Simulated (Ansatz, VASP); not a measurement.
# GaN in VASP and in Ansatz

INCAR

```
SYSTEM = GaN
PREC = Accurate
ENCUT = 520
EDIFF = 1E-8
ISMEAR = -1
SIGMA = 0.02
LREAL = .False.
LASPH = .True.
NELM = 100
ALGO = Normal
ISIF = 2
LWAVE = .False.
LCHARG = .False.
GGA = PS
LEFG = .True.
NBANDS = 16
```

File KPOINTS:

```
Automatic mesh
0
Gamma
  13 13 13
  0 0 0
```

Contents of POSCAR:

```
GaN
1.0
    0.0000000000      2.0122290058      2.0122290058
    2.0122290058      0.0000000000      2.0122290058
    2.0122290058      2.0122290058      0.0000000000
Ga N
1 1
Direct
    0.5000000000      0.5000000000      0.5000000000
    0.0000000000      0.0000000000      0.0000000000
```

Input for Ansatz:

```yaml
crystal:
  lattice:
    - [0.0, 2.0122290058, 2.0122290058]
    - [2.0122290058, 0.0, 2.0122290058]
    - [2.0122290058, 2.0122290058, 0.0]
  atoms:
    - { symbol: Ga, position: [0.5, 0.5, 0.5] }
    - { symbol: "N", position: [0.0, 0.0, 0.0] }
kpoints:
  mp_grid: { grid: [13, 13, 13] }
scf:
  occupations: { method: fermi_dirac, width: 0.02 }
hamiltonian:
  xc: pbesol
  pseudopotentials: { kind: paw }
output:
  forces: true
  stress: true
  eigenvalues: true
  efg: { contact_densities: true }
```

Change from the starting cell: volume scaled by 1.03, PAW files.

Alike in both runs: task electric field gradients; functional PBEsol; k mesh 13 × 13 × 13; occupations fermi-dirac, width 0.02 eV; no spin polarisation.

```csv
,VASP,Ansatz
version,VASP 6.6.1,Ansatz 0.2.0
potentials or method,"VASP PAW PBE potentials, release 64 (Ga_d, N)","PAW with Ansatz's default frozen-core files, scalar-relativistic"
plane-wave cutoff (eV),520,420
valence electrons in the cell,18,18
```

```csv
,VASP,Ansatz,Ansatz less VASP
gap on the k mesh at the Fermi level (eV),1.61,1.62,+0.010
pressure (GPa),46.2,45.5,-0.74
Vzz of the field gradient on the site that differs most (V/Å²),0.0,0.0,0.00
```

Caveats: so large a pressure means that the cell lies far from this level's equilibrium, or that cutoff or potentials fall short (VASP); the potentials were made for another functional, which shifts forces and pressure (VASP); an odd mesh through Γ misses points on the zone boundary, where band edges often lie.
